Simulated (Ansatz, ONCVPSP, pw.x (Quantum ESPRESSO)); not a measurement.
# What a changed setting does to a pw.x run (fcc Mg)

Potential: optimised norm-conserving Vanderbilt (ONCV), ONCVPSP 4.0.1.1 (patched build), PBE; core [Ne], reference 3s2; waves: 3s: rc 2.40 bohr, ncon 3, nbas 8, qcut 3.3 1/bohr, 2 projectors, debl 1.3 Ha; p scattering state at 0.04 Ha: rc 2.50 bohr, ncon 5, nbas 8, qcut 3.5 1/bohr, 2 projectors, debl 2.9 Ha; d scattering state at 0.26 Ha: rc 2.20 bohr, ncon 4, nbas 9, qcut 4.4 1/bohr, 2 projectors, debl 1 Ha; local part: polynomial inside 1.70 bohr (lpopt 5, dvloc0 3 Ha); core correction: polynomial model core, fcfact 0.75. In the p channel the program set the typed energies aside and used 0.050, 2.950 Ha.

The reference run (k-mesh 13³, cutoffs 50/200 Ry, Fermi–Dirac 0.01 Ry, mixing_beta 0.4, conv_thr 1e-9, no spin) gives -0.16 GPa at 23.198 Å³/atom, where all-electron LAPW gives -0.07 GPa. This run, with its own iteration cap, changes nspin = 2 with starting_magnetization to 0.2.

```
&control
  calculation='scf', prefix='x', pseudo_dir='./', outdir='./tmp', tstress=.true., disk_io='none'
/
&system
  ibrav=0, nat=1, ntyp=1, ecutwfc=50, ecutrho=200, nbnd=8,
  occupations='smearing', smearing='fd', degauss=0.01, nspin=2, starting_magnetization(1)=0.2
/
&electrons
  conv_thr=1e-09, mixing_beta=0.4, electron_maxstep=60
/
ATOMIC_SPECIES
Mg 1.0 Mg.UPF
CELL_PARAMETERS angstrom
  0.00000000 2.26363734 2.26363734
  2.26363734 0.00000000 2.26363734
  2.26363734 2.26363734 0.00000000
ATOMIC_POSITIONS crystal
Mg 0.0000 0.0000 0.0000
K_POINTS automatic
13 13 13 0 0 0
```

```bash
pw.x < Mg.scf.in > Mg.scf.out
```

Question: How does the run end?

Answer: It converges in 6 iterations; the free energy moves by +0.0 meV/atom and the pressure by +0.00 GPa. The result is that of the reference run.

```
Message from routine setup:
     using ibrav=0 with symmetry is DISCOURAGED, use correct ibrav instead
     lattice parameter (alat)  =       6.0495  a.u.
     unit-cell volume          =     156.5479 (a.u.)^3
     number of electrons       =         2.00
     number of Kohn-Sham states=            8
     kinetic-energy cutoff     =      50.0000  Ry
     charge density cutoff     =     200.0000  Ry
     scf convergence threshold =      1.0E-09
     Exchange-correlation= PBE
     atomic species   magnetization
     number of k points=    84  Fermi-Dirac smearing, width (Ry)=  0.0100
     iteration #  1     ecut=    50.00 Ry     beta= 0.40
     total energy              =      -3.44655026 Ry
     estimated scf accuracy    <       0.00373937 Ry
     total magnetization       =     0.12 Bohr mag/cell
     absolute magnetization    =     0.12 Bohr mag/cell
     iteration #  2     ecut=    50.00 Ry     beta= 0.40
     total energy              =      -3.44736824 Ry
     estimated scf accuracy    <       0.00133877 Ry
     total magnetization       =     0.09 Bohr mag/cell
     absolute magnetization    =     0.09 Bohr mag/cell
     iteration #  3     ecut=    50.00 Ry     beta= 0.40
     total energy              =      -3.44777563 Ry
     estimated scf accuracy    <       0.00000925 Ry
     total magnetization       =     0.03 Bohr mag/cell
     absolute magnetization    =     0.03 Bohr mag/cell
     iteration #  4     ecut=    50.00 Ry     beta= 0.40
     c_bands:  1 eigenvalues not converged
     c_bands:  1 eigenvalues not converged
     c_bands:  1 eigenvalues not converged
     [... 6 repeated lines left out ...]
     total energy              =      -3.44782714 Ry
     estimated scf accuracy    <       0.00000063 Ry
     total magnetization       =     0.01 Bohr mag/cell
     absolute magnetization    =     0.01 Bohr mag/cell
     iteration #  5     ecut=    50.00 Ry     beta= 0.40
     total energy              =      -3.44782894 Ry
     estimated scf accuracy    <       0.00000008 Ry
     total magnetization       =     0.00 Bohr mag/cell
     absolute magnetization    =     0.00 Bohr mag/cell
     iteration #  6     ecut=    50.00 Ry     beta= 0.40
     the Fermi energy is     3.5356 ev
!    total energy              =      -3.44782938 Ry
     estimated scf accuracy    <          4.3E-10 Ry
     smearing contrib. (-TS)   =      -0.00202742 Ry
     The total energy is F=E-TS. E is the sum of the following terms:
     one-electron contribution =       1.28708253 Ry
     hartree contribution      =       0.00368379 Ry
     xc contribution           =      -2.59293467 Ry
     ewald contribution        =      -2.14363362 Ry
     total magnetization       =     0.00 Bohr mag/cell
     absolute magnetization    =     0.00 Bohr mag/cell
     convergence has been achieved in   6 iterations
          total   stress  (Ry/bohr**3)                   (kbar)     P=       -1.56
     Message from routine punch:
     Nothing written, as per user request (disk_io='none')
```

The run took about 8 s on one core of a shared host (AMD EPYC 9R45 96-Core Processor, 96 threads, 376 GiB, load 45).
